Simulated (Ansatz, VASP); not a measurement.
## Two plane-wave programs on C

Contents of INCAR:

```
PREC     = Accurate       # precision mode
ENCUT    = 520            # plane-wave cutoff, eV
EDIFF    = 1E-7           # SCF threshold, eV
ISMEAR   = 0              # smearing method
SIGMA    = 0.1            # smearing width, eV
LREAL    = False          # projectors in reciprocal space
LASPH    = True           # aspherical terms in the spheres
NELM     = 150            # most SCF steps
ALGO     = Normal         # electronic algorithm
ISIF     = 2              # what is computed and relaxed
LWAVE    = False          # write WAVECAR
LCHARG   = False          # write CHGCAR
MAGMOM   = 0 0 0 0 0 0    # initial moments
LORBIT   = 11             # projections on sites
LSORBIT  = True           # spin-orbit coupling
GGA_COMPAT= False        
LORBMOM  = True         
LDIPOL   = True         
IDIPOL   = 3            
DIPOL    = 0.5 0.5 0.500
GGA      = PE             # functional
IVDW     = 12             # dispersion correction
NBANDS   = 20             # bands
```

The input KPOINTS:

```
regular mesh
0
Gamma
  21 21 1
```

The input POSCAR:

```
C
1.0
    2.4657189596      0.0000000000      0.0000000000
   -1.2328594798      2.1353752576      0.0000000000
    0.0000000000      0.0000000000     28.0000000000
C
2
Direct
    0.3333333333      0.6666666667      0.5000000000
    0.6666666667      0.3333333333      0.5000000000
```

Input for Ansatz:

```yaml
crystal:
  lattice:
    - [2.4657189596, 0.0, 0.0]
    - [-1.2328594798, 2.1353752576, 0.0]
    - [0.0, 0.0, 28.0]
  atoms:
    - { symbol: C, position: [0.3333333333, 0.6666666667, 0.5] }
    - { symbol: C, position: [0.6666666667, 0.3333333333, 0.5] }
  periodic: [true, true, false]
basis:
  ecutwfc: 420
kpoints:
  mp_grid: { grid: [21, 21, 1] }
  band_path:
    path:
      - [0, 0, 0]
      - [0.5, 0, 0]
      - [0.333333333333, 0.333333333333, 0]
      - [0, 0, 0]
    npoints: 16
hamiltonian:
  xc: pbe
  dispersion: d3bj
scf:
  occupations: { method: gaussian, width: 0.1 }
output:
  forces: true
  stress: true
  eigenvalues: true
  populations: true
magnetization:
  noncollinear: true
  spin_orbit: true
```

Alike in both runs: task single point; functional PBE; dispersion D3(BJ); k mesh 21 × 21 × 1; occupations gaussian, width 0.1 eV; non-collinear spin, spin-orbit coupling.

```csv
,VASP,Ansatz
version,VASP 6.6.1,Ansatz 0.2.0
potentials or method,"VASP PAW PBE potentials, release 64 (C)","plane waves, PAW"
plane-wave cutoff (eV),520,420
valence electrons in the cell,8,8
```

```tsv
	VASP	Ansatz	Ansatz less VASP
gap on the k mesh at the Fermi level (eV)	none	none	-
net moment per atom (μB)	0.00	0.00	0.000
dispersion energy (meV/atom)	-88.6	-88.6	+0.01
work function, face that differs most (eV)	4.24	4.24	+0.007
```

A gap of «none» marks a metal or a gap that the smearing closes. The functional is the same, so the differences come from potentials, cutoffs and numerics.
